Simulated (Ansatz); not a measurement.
# TiC: stress in a strained cell

TiC is deformed so: zz strain of +2 %. What stress and forces result, by LAPW, PAW and all-electron datasets made for the crystal?

Method: DFT PBE, scalar-relativistic, in Ansatz 0.2.0.

## (1) The structure to begin with

It takes space group Fm-3m (No. 225, cubic). The conventional cell has a = 4.328 Å, b = 4.328 Å, c = 4.328 Å, α = 90.00°, β = 90.00°, γ = 90.00°. Around Ti (site symmetry m-3m) lie 6 C at 2.16 Å. Around C (site symmetry m-3m) lie 6 Ti at 2.16 Å.

Coordinates:

```
CELL_PARAMETERS angstrom
0.00000 2.16400 2.16400
2.16400 0.00000 2.16400
2.16400 2.16400 0.00000
ATOMIC_POSITIONS crystal
Ti 0.00000 0.00000 0.00000
C 0.50000 0.50000 0.50000
```

Atoms are numbered in the order of the input: Ti1, C2.

## (2) After the deformation

Space group Fm-3m before, I4/mmm after.

## (3) All-electron LAPW

input.yaml

```yaml
crystal:
  lattice:
    - [0.0, 2.164, 2.20728]
    - [2.164, 0.0, 2.20728]
    - [2.164, 2.164, 0.0]
  atoms:
    - { symbol: Ti, position: [0.0, 0.0, 0.0] }
    - { symbol: C, position: [0.5, 0.5, 0.5] }
kpoints:
  mp_grid: { grid: [16, 16, 16] }
  band_path:
    path:
      - [0.0, 0.0, 0.0]
      - [0.0, 0.5, 0.5]
      - [0.25, 0.75, 0.5]
      - [0.0, 0.5, 0.0]
      - [0.0, 0.0, 0.0]
      - [0.5, 0.5, 0.0]
      - [0.3701460977, 0.6298539023, 0.0]
      - [-0.3701460977, 0.3701460977, 0.0]
      - [0.0, 0.0, 0.0]
    npoints: 5
scf:
  occupations: { method: fermi_dirac, width: 0.03 }
hamiltonian:
  xc: pbe
  pseudopotentials: { kind: all_electron, lapw: { basis_error: 0.001 } }
output:
  forces: true
  stress: true
  eigenvalues: true
```

The run is started by

```console
$ ansatz run input.yaml --threads 1 --pin off --max-ram 3072MiB --backend cpu --events-out ev --progress --plain --runs-dir out
```

## (4) Frozen-core PAW

input.yaml

```yaml
crystal:
  lattice:
    - [0.0, 2.164, 2.20728]
    - [2.164, 0.0, 2.20728]
    - [2.164, 2.164, 0.0]
  atoms:
    - { symbol: Ti, position: [0.0, 0.0, 0.0] }
    - { symbol: C, position: [0.5, 0.5, 0.5] }
kpoints:
  mp_grid: { grid: [16, 16, 16] }
scf:
  occupations: { method: fermi_dirac, width: 0.03 }
hamiltonian:
  xc: pbe
  pseudopotentials: { kind: paw }
output:
  forces: true
  stress: true
  eigenvalues: true
  efg: { contact_densities: true }
```

## (5) All-electron PAW on datasets made for the crystal

input.yaml, as its differences from that of step 4:

```diff
@@ -14,3 +14,3 @@
   xc: pbe
-  pseudopotentials: { kind: paw }
+  pseudopotentials: { kind: all_electron, datasets: crystal }
 output:
```

(Steps that only read results are left out.)

What does the calculation give? Wanted: pressure; largest shear or deviatoric stress.

The runs gave:

| quantity | value |
| --- | --- |
| pressure | LAPW -3.82, PAW -3.80, crystal datasets -3.82 GPa |
| largest shear or deviatoric stress (LAPW) | 4.44 GPa |

What this shows: The largest part of the stress beyond the pressure is 4.44 GPa in size, in the zz component; the atoms are carried along and not relaxed. No run of the undeformed cell stands beside it, so the pressure holds what the given cell had before the change. PAW: stress within 0.03 GPa of LAPW. Crystal datasets: stress within 0.01 GPa of LAPW.
